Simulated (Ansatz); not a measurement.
# MgSe (Fm-3m): equation of state with a fit from a Python script

Where is the equilibrium volume of MgSe (Fm-3m), and how stiff is it? A script is to give an equation of state with a fit; the system is MgSe (Fm-3m).

The COD entry's cell or inner coordinates are ideal or old and differ from later refinements, so a difference from it is no clean test against experiment.

All numbers are computed with Ansatz 0.2.0, driven from Python. Level of theory: DFT PBEsol, plane waves, PAW.

## Step 1: The structure

It takes space group Fm-3m (No. 225, cubic). Conventional cell: a = 5.451 Å, b = 5.451 Å, c = 5.451 Å, α = 90.00°, β = 90.00°, γ = 90.00°. Around Mg (site symmetry m-3m) lie 6 Se at 2.73 Å. Se (site symmetry m-3m) has 6 Mg at 2.73 Å as nearest neighbours.

No structure file is read: the coordinates are typed or built in the script.

## Step 2: Script

The input, eos_mgse.py:

```python
"""Bulk modulus of MgSe from an E(V) curve."""

import ansatz as az
from ase.eos import EquationOfState
from ase.units import GPa
import numpy as np

VECTORS = np.array([
    [0.0, 2.7255, 2.7255],
    [2.7255, 0.0, 2.7255],
    [2.7255, 2.7255, 0.0],
])
SITES = [
    ("Mg", (0.0, 0.0, 0.0)),
    ("Se", (0.5, 0.5, 0.5)),
]


def crystal_on(cell):
    crystal = az.Crystal(lattice=az.Lattice.of(cell))
    for symbol, position in SITES:
        crystal = crystal.atom(symbol, position)
    return crystal

# scale the volume, keep shape and fractions
volumes, energies, pressures = [], [], []
for scale in np.linspace(0.88, 1.12, 7):
    cell = VECTORS * scale ** (1 / 3)
    calc = crystal_on(cell).calculation()
    calc = calc.functional("pbesol")
    calc = calc.occupations("Fixed").accuracy("low")
    calc = calc.basis(500)
    calc = calc.kpoints(5, 5, 5)
    calc = calc.stress()
    summary = calc.run(threads=1).report
    volumes.append(abs(np.linalg.det(cell)) / len(SITES))
    energies.append(summary["free_energy_ev"] / len(SITES))
    pressures.append(np.trace(summary["stress_gpa"]) / 3)
    print(f"V = {volumes[-1]:8.4f} A^3/atom  F = {energies[-1]:.5f} eV/atom  P = {pressures[-1]:8.3f} GPa")

eos = EquationOfState(volumes, energies, eos="murnaghan")
v0, e0, bulk = eos.fit()
print(f"V0 = {v0:.4f} A^3/atom, E0 = {e0:.5f} eV/atom, B = {bulk / GPa:.1f} GPa")
```

## Step 3: Launch

Run with:

```console
$ python eos_mgse.py
```

**Question.** Where does the minimum lie against the volume typed, and how stiff is the crystal?

As calculated:

| quantity | value |
| --- | --- |
| runs compared | 7 |
| range of energy | 74.60 meV/atom |
| lowest point, volume (Å³/atom) | 20.246 |
| equilibrium volume (fit) | 20.27 Å³/atom |
| bulk modulus (fit) | 65 GPa |

**Reading.** A third-order Birch-Murnaghan fit through the 7 points (the script's own form differs a little) has its minimum at 20.27 Å³ an atom, 0.1 % above the typed cell, with a bulk modulus of 65 GPa and dB/dP = 4.1. From that minimum the energy rises by 74.6 meV an atom on the compressed side and 47.6 meV on the expanded side. Of the deposited cell: the entry's cell lengths or inner coordinates differ somewhat from later room-temperature determinations. Pressure is positive in compression.
